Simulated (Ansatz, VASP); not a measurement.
# TaSi2: VASP beside Ansatz

```
Ta Si
1.0
     4.60399    0.00000    0.00000
    -2.30199    3.98717    0.00000
     0.00000    0.00000    5.01898
Ta Si
2 4
Cartesian
  0.0000 2.6581 1.2547
  2.3020 1.3291 3.7642
  0.0000 2.6581 3.7642
  2.3020 1.3291 1.2547
  0.0000 0.0000 0.0000
  0.0000 0.0000 2.5095
```

Change from the starting cell: species swapped into the Gd2In type (P6_3/mmc, No. 194).

Alike in both runs: functional PBE; k mesh 6 × 6 × 4; occupations gaussian, width 0.1 eV; no spin polarisation.

Ansatz relaxed the structure, and its values are those at the end. VASP's run is a single point on that final structure, the one shown.

```csv
,VASP,Ansatz
version,VASP 6.6.1,Ansatz 0.2.0
potentials or method,"VASP PAW PBE potentials, release 64 (Ta_pv, Si)","scalar-relativistic, plane waves, PAW"
plane-wave cutoff (eV),520,420
valence electrons in the cell,38,42
```

|  | VASP | Ansatz | Ansatz less VASP |
| --- | --- | --- | --- |
| gap on the k mesh at the Fermi level (eV) | none | none | - |
| pressure (GPa) | 0.1 | 0.0 | -0.08 |

A gap of «none» marks a metal or a gap that the smearing closes. The two sets of potentials don't hold the same shells in valence.

Spin-orbit coupling is left out, which matters for the levels of Ta.
